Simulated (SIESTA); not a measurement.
## ZnS under changes of volume

One of the cells (20.121 Å³/atom); the others are scaled copies at fixed shape and fractional positions:

```
CELL_PARAMETERS angstrom
0.00000 2.71989 2.71989
2.71989 0.00000 2.71989
2.71989 2.71989 0.00000
ATOMIC_POSITIONS crystal
Zn 0.75000 0.75000 0.75000
S 0.00000 0.00000 0.00000
```

- Program: SIESTA 5.4.2
- Functional: PBE
- Potentials or basis: PseudoDojo 0.4 standard (PBE files)
- Basis: DZP (energy shift 0.002 Ry)
- Grid cutoff: 800 Ry
- Energy shift: 0.002 Ry
- k mesh: 9 × 9 × 9
- Occupations: fermi-dirac, width 0.05 eV
- Spin: no spin polarisation

```tsv
volume (Å³/atom)	energy over the lowest point (meV/atom)	pressure (GPa)	gap on the mesh (eV)
18.543	55.10	9.3	3.13
18.938	?	?	?
19.332	20.10	5.0	2.88
20.121	2.92	1.9	2.64
20.516	0.00	0.5	2.53
20.910	0.50	-0.8	2.42
```

**Question.** What does the run at 18.938 Å³/atom give?

**Answer.** Energy over the lowest point 34.79 meV/atom; pressure 7.1 GPa; gap on the mesh 3.00 eV.

Worked out: A Birch-Murnaghan fit of order 3 (a polynomial in V^(-2/3)) to the other rows has its minimum at 20.65 Å³/atom with B0 = V·E''(V) = 69 GPa and B' = 3.8. It gives 35.14 meV/atom at 18.938 Å³/atom, against the run's 34.79, and -dE/dV = 7.1 GPa, against 7.1. A straight line through the other rows of the gap, of slope -5.92 eV per unit of ln V (its deformation potential), gives 3.00 eV, against the run's 3.00.

Energies are extrapolated to zero smearing.

Caveats: semicore shells carry a single zeta, which can move pressures by several GPa and volumes by a few percent; the valence orbitals were made in a potential fitted to the semicore shell under them, which widens gaps by tenths of an eV or more; an odd mesh through Γ misses points on the zone boundary, where band edges often lie; the basis of atomic orbitals isn't converged, which shifts pressures, moduli and gaps.
